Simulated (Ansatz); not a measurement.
AlCu:

```xyz
2
Lattice="2.9975 0.0000 0.0000 0.0000 2.9975 0.0000 0.0000 0.0000 2.9975" Properties=species:S:1:pos:R:3 pbc="T T T"
Cu    1.4988    1.4988    1.4988
Al    0.0000    0.0000    0.0000
```

The cell comes from a database or a generator and needn't be the stable form of this composition.

```yaml
Program: Ansatz 0.2.0
Task: relaxation of cell and atoms
Functional: PBEsol
Potentials_or_basis: Ansatz PAW
Cutoff: "420 eV (not typed: the program's choice for these potentials)"
k_mesh: 9 × 9 × 9
Occupations: fermi-dirac, width 0.05 eV
Spin: no spin polarisation
```

At the start: volume 13.47 Å³/atom.

Question: Where does the relaxation end?

Answer: It ends after 5 steps and the volume is 12.93 Å³/atom (-4.0 %); space group Pm-3m (No. 221, to 0.05 Å).

The path:
```csv
step,energy change (eV),largest force (eV/Å),volume (Å³)
1,0.0000,0.0000,26.93
2,-0.0152,0.0000,26.17
3,-0.0168,0.0000,25.83
4,-0.0168,0.0000,25.86
5,-0.0164,0.0000,25.86
```

Final structure:
```
CELL_PARAMETERS angstrom
2.95709 0.00000 0.00000
0.00000 2.95709 0.00000
0.00000 0.00000 2.95709
ATOMIC_POSITIONS crystal
Cu 0.50000 0.50000 0.50000
Al 0.00000 0.00000 0.00000
```

Caveat: the plane-wave basis is chosen anew once the cell has moved, so the energies of steps on either side of that aren't comparable; the PAW data sets come from PBE, with cores solved anew for the run's functional, which leaves a small shift of forces and pressure.
